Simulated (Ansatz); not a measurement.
# Au in Ansatz: the effect of target pressure

Crystal: Au.

```
Au
1.0
     1.41131   -2.55593    0.00000
     1.41131    2.55593    0.00000
     0.00000    0.00000    4.89317
Au
2
Direct
  0.33467 0.66533 0.25000
  0.66533 0.33467 0.75000
```

This isn't the form of Au at room conditions, which is fcc.

Alike in all runs:

| Quantity | Value |
| --- | --- |
| Program | Ansatz 0.2.0 |
| Task | relaxation of cell and atoms |
| Functional | PBEsol |
| Potentials or basis | Ansatz PAW |
| Cutoff | 420 eV (not typed: the program's choice for these potentials) |
| k mesh | 11 × 11 × 6 |
| Occupations | fermi-dirac, width 0.05 eV |
| Spin | no spin polarisation |

Each run relaxes the cell or the atoms first.

```csv
target pressure,relaxed volume (Å³/atom)
0 GPa,?
2 GPa,16.83
5 GPa,16.57
10 GPa,16.19
20 GPa,15.56
30 GPa,15.06
```

Problem. What does the run with target pressure 0 GPa give?

Solution. Relaxed volume 17.02 Å³/atom.

Worked out: In Murnaghan's law V^(-B') rises as a straight line in P. The other rows fit best with B' = 5.2, V0 = 17.02 Å³/atom and B0 = 176 GPa, which gives 17.02 Å³/atom at 0 GPa, against the run's 17.02.

Caveats: the plane-wave basis is chosen anew once the cell has moved, so the energies of steps on either side of that aren't comparable; the PAW data sets come from PBE, with cores solved anew for the run's functional, which leaves a small shift of forces and pressure.
